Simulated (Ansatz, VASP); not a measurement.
# ZnO in VASP and in Ansatz

```
Zn O
1.0
     3.30934    0.00000    0.00000
    -1.65467    2.86597    0.00000
     0.00000    0.00000    5.33625
Zn O
2 2
Direct
  0.33333 0.66667 0.00145
  0.66667 0.33333 0.50145
  0.33333 0.66667 0.38065
  0.66667 0.33333 0.88065
```

Alike in both runs: functional RPBE; k mesh 8 × 8 × 6; occupations gaussian, width 0.05 eV; no spin polarisation.

Ansatz relaxed the structure, and its values are those at the end. VASP's run is a single point on that final structure, the one shown.

|  | VASP | Ansatz |
| --- | --- | --- |
| version | VASP 6.6.1 | Ansatz 0.2.0 |
| potentials or method | VASP PAW PBE potentials, release 64 (Zn, O) | scalar-relativistic, plane waves, PAW |
| plane-wave cutoff (eV) | 520 | 420 |
| valence electrons in the cell | 36 | 36 |

|  | VASP | Ansatz | Ansatz less VASP |
| --- | --- | --- | --- |
| gap on the k mesh at the Fermi level (eV) | 0.79 | 0.81 | +0.026 |
| least direct gap on the mesh (eV) | 0.79 | 0.81 | +0.026 |
| pressure (GPa) | 1.9 | 1.0 | -0.90 |
| rms of the force components (eV/Å) | 0.004 | 0.004 | 0.0000 |

Caveats: the PAW data sets were made with another functional, which shifts forces and pressure a little (VASP). As with any semilocal functional, this RPBE gap is likely too small.
